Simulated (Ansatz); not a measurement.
# Li2S in Ansatz: the effect of functional

Li2S:

```
S Li
1.0
     0.00000    2.84450    2.84450
     2.84450    0.00000    2.84450
     2.84450    2.84450    0.00000
S Li
1 2
Direct
  0.00000 0.00000 0.00000
  0.75000 0.75000 0.75000
  0.25000 0.25000 0.25000
```

Alike in all runs:

| Item | Value |
| --- | --- |
| Program | Ansatz 0.2.0 |
| Task | projected density of states |
| Potentials or basis | Ansatz PAW |
| Cutoff | 420 eV (not typed: the program's choice for these potentials) |
| k mesh | 5 × 5 × 5 |
| Occupations | fermi-dirac, width 0.05 eV |
| Spin | no spin polarisation |

```csv
functional,gap on the mesh (eV),pressure (GPa)
PBE,3.67,0.4
RPBE,3.83,2.1
revPBE,3.79,1.9
BLYP,?,?
```

What does the run with functional BLYP give?

gap on the mesh 3.91 eV; pressure 1.6 GPa.

Caveats: odd divisions of the mesh miss points on the zone boundary, where band edges often lie, so the gap on the mesh can be too wide; the density of states is complete only up to the lowest level of the last band computed; the PAW data sets come from PBE, with cores solved anew for the run's functional, which leaves a small shift of forces and pressure (some runs).

A k mesh can miss the band edges.
